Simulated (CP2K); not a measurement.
Crystal: Si2W.

```
W Si
1.0
     4.52671    0.00000    0.00000
     2.24503    3.93077    0.00000
    -3.38587   -1.96538    2.27250
W Si
1 2
Cartesian
  0.0000 0.0000 0.0000
  4.5052 2.6151 0.0000
  2.2665 1.3156 0.0000
```

Base run:

* Program: CP2K 2026.2
* Functional: WC
* Potentials or basis: POTENTIAL_UZH W GTH-PBE-q14, Si GTH-PBE-q4; TZVP-MOLOPT-PBE-GTH basis
* Density cutoff: 9184 eV
* k mesh: 12 × 12 × 12
* Occupations: fermi-dirac, width 0.05 eV
* Spin: no spin polarisation

Its results: band gap on the k mesh none (metal or under the smearing width); pressure 0.5 GPa; largest force 0.024 eV/Å.

Q: After a change of settings the same cell gave: band gap on the k mesh none (metal or under the smearing width); pressure -47.7 GPa; largest force 0.180 eV/Å. Which change was it?
A. functional from WC to HLE16
B. functional from WC to LDA
C. functional from WC to SCAN
D. functional from WC to PBE

A: A.

Caveats: the potentials were made for another functional, which shifts forces and pressure; spin-orbit coupling is left out, which moves the levels of the heavy elements; the basis of atomic orbitals isn't converged, which shifts pressures, moduli and gaps; the potentials were made for a functional far from this one (some runs); the cell as given lies far from equilibrium (some runs).
